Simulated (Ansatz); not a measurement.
Bulk crystal (PbO) after relaxation:

```
Pb O
1.0
     4.03424    0.00000    0.00000
     0.00000    4.03424    0.00000
     0.00000    0.00000    4.99305
Pb O
2 2
Direct
  0.50000 0.00000 0.23777
  0.00000 0.50000 0.76223
  0.00000 0.00000 0.00000
  0.50000 0.50000 0.00000
```

Miller indices refer to the conventional cell of P4/nmm (No. 129), a = 4.034 Å, b = 4.034 Å, c = 4.993 Å, α = 90.00°, β = 90.00°, γ = 90.00°. The bulk's gap is 1.26 eV.

Consider the (101) slab of 12 planes, 11.0 Å thick with 15 Å of vacuum as cut; outer planes O (top) and O (bottom), all atoms relaxed.

Theory: DFT PBE+D3(BJ), scalar-relativistic, plane waves, PAW in Ansatz. Plane waves to 420 eV, a k mesh through Γ of 7×4×1 on the computed 16-atom cell and Gaussian smearing (0.05 eV); no spin polarisation. The cell repeats along c with a dipole correction in the vacuum.

(1) Give the surface energy (mean of both faces).

(2) Predict the gap of the slab on the mesh.

(3) Give the bulk valence band top under the vacuum level.

(4) Estimate the bulk conduction band bottom under the vacuum level.

(5) The top two planes lie 0.784 Å apart in the bulk. How does relaxation change this?

Slabs this thin can still miss converged surface energies by a few hundredths of a J/m² and work functions by about a tenth of an eV. Other terminations of this plane can be more stable.

Spin-orbit coupling is left out, which matters for the bands of heavy elements. An odd k mesh misses the midpoints of the zone's edges, so a slab's gap and band edges read on it can be off.

Results:

(1) 0.52 J/m².

(2) 1.60 eV.

(3) 5.04 eV.

(4) 3.78 eV.

(5) The spacing becomes 0.735 Å (-6.4 %).

γ = (E_slab − N·E_bulk)/2A = 1.683 eV / (2 × 25.90 Å²) = 32.5 meV/Å² = 0.52 J/m², with N = 16 atoms. The cut crosses 2 bonds a cell (neighbours within 10 % of the shortest distances), so each costs 0.84 eV on this count. The top two spacings change in opposite senses (-6.4 and +9.4 %).

The (101) cut runs through the Pb–O sheets of litharge, not between them, so its cost includes broken polar covalent bonds as well as lost interlayer attraction. The surface energy of 0.52 J/m² is nevertheless modest for an oxide, probably because few bonds are severed and Pb(II), with its stereochemically active lone pair, tolerates low coordination. The 0.84 eV per bond is therefore an effective cleavage cost after relaxation, not a Pb–O dissociation energy. The contraction of the outer spacing and expansion of the next suggest that undercoordinated surface atoms strengthen their remaining bonds at the expense of those deeper down.

The bulk gap of 1.26 eV is below the experimental one, as expected from a semilocal functional that lacks the derivative discontinuity. The slab's wider gap of 1.60 eV may reflect confinement or k-point sampling, and doesn't by itself establish a surface free of gap states. The band positions relative to vacuum include this facet's surface dipole and so can't be carried over to other faces.
